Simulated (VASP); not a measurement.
Write the native input for VASP 6.6.1 that does the following.

* Task: relaxation of cell and atoms
* Functional: LDA
* Potentials or basis: VASP PAW LDA potentials, release 64 (Si)
* Cutoff: 600 eV
* k mesh: 10 × 10 × 10
* Occupations: gaussian, width 0.02 eV
* Spin: no spin polarisation
* Dipole correction: no
* Further INCAR settings: ALGO = Normal; EDIFF = 1e-07; IBRION = 2; EDIFFG = -0.002; NSW = 100; ISIF = 3

The structure of Si lies in POSCAR:

```
Si
1.0
    0.0000000000      2.7200000000      2.7200000000
    2.7200000000      0.0000000000      2.7200000000
    2.7200000000      2.7200000000      0.0000000000
Si
2
Direct
    0.0000000000      0.0000000000      0.0000000000
    0.2500000000      0.2500000000      0.2500000000
```

The cell was built by a generator and needn't be a form met in nature.

These files were run (other wordings do the same):

INCAR

```
  PREC = Accurate
  ENCUT = 600
  EDIFF = 1E-7
  ISMEAR = 0
  SIGMA = 0.02
  LREAL = False
  LASPH = True
  NELM = 100
  ALGO = Normal
  ISIF = 3
  LWAVE = False
  LCHARG = False
  GGA = CA
  IBRION = 2
  NSW = 100
  EDIFFG = -0.002
```

KPOINTS

```
regular mesh
0
Gamma
  10 10 10
```

Potentials or basis: VASP PAW LDA potentials, release 64 (Si).

Launch:

```bash
$ cat potpaw_LDA.64/Si/POTCAR > POTCAR
$ mpirun -np 1 vasp_std > vasp.out
```

Results of the run:

| Item | Value |
| --- | --- |
| Relaxed volume | 19.72 Å³/atom |
| Relaxed cell | a = 3.821 Å, b = 3.821 Å, c = 3.821 Å, α = 60.00°, β = 60.00°, γ = 60.00° |
| Space group after relaxing (to 0.05 Å) | Fd-3m (No. 227) |
| Energy gained by relaxing | 2.5 meV/atom |
| Ionic steps | 3 |
| Pressure after relaxing | 0.0 GPa |
| Band gap on the k mesh | 0.45 eV, indirect (least direct gap 2.53 eV) |

Run time: 10 s on 1 thread of Intel(R) Xeon(R) 6975P-C (Granite Rapids), with other jobs on the host, peak memory 0.15 GiB.
